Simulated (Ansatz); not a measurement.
A surface is cut from this relaxed crystal of MoS2:

```yaml
crystal:
  lattice:
    - [3.14143, 0.00000, 0.00000]
    - [-1.57072, 2.72056, 0.00000]
    - [0.00000, 0.00000, 12.57882]
  atoms:
    - { symbol: Mo, position: [0.33333, 0.66667, 0.25000] }
    - { symbol: Mo, position: [0.66667, 0.33333, 0.75000] }
    - { symbol: S, position: [0.33333, 0.66667, 0.62605] }
    - { symbol: S, position: [0.66667, 0.33333, 0.12605] }
    - { symbol: S, position: [0.33333, 0.66667, 0.87395] }
    - { symbol: S, position: [0.66667, 0.33333, 0.37395] }
```

Miller indices refer to the conventional cell of P6_3/mmc (No. 194), a = 3.141 Å, b = 3.141 Å, c = 12.579 Å, α = 90.00°, β = 90.00°, γ = 120.00°. The bulk's gap is 0.97 eV.

Consider the (001) slab of 12 planes, 22.0 Å thick with 15 Å of vacuum as cut; outer planes S (top) and S (bottom), all atoms relaxed.

These are results of Ansatz 0.2.0, DFT PBEsol, scalar-relativistic, plane waves, PAW, not measurements. Plane waves to 420 eV, a k mesh through Γ of 9×9×1 on the computed 12-atom cell and Gaussian smearing (0.05 eV); no spin polarisation. A dipole correction removes the field between periodic images along c.

The surface energy is small: either the cut is weakly bound (this functional has no dispersion correction), or the bulk reference is not the lowest structure.

(1) Predict the surface energy (mean of both faces).

(2) Predict the gap of the slab on the mesh.

(3) The top two planes lie 1.559 Å apart in the bulk. How does relaxation change this?

An odd mesh misses points on the zone edge, so a gap read on it can be too wide.

## Answers

(1) 0.03 J/m².

(2) 1.19 eV.

(3) The spacing becomes 1.558 Å (-0.1 %).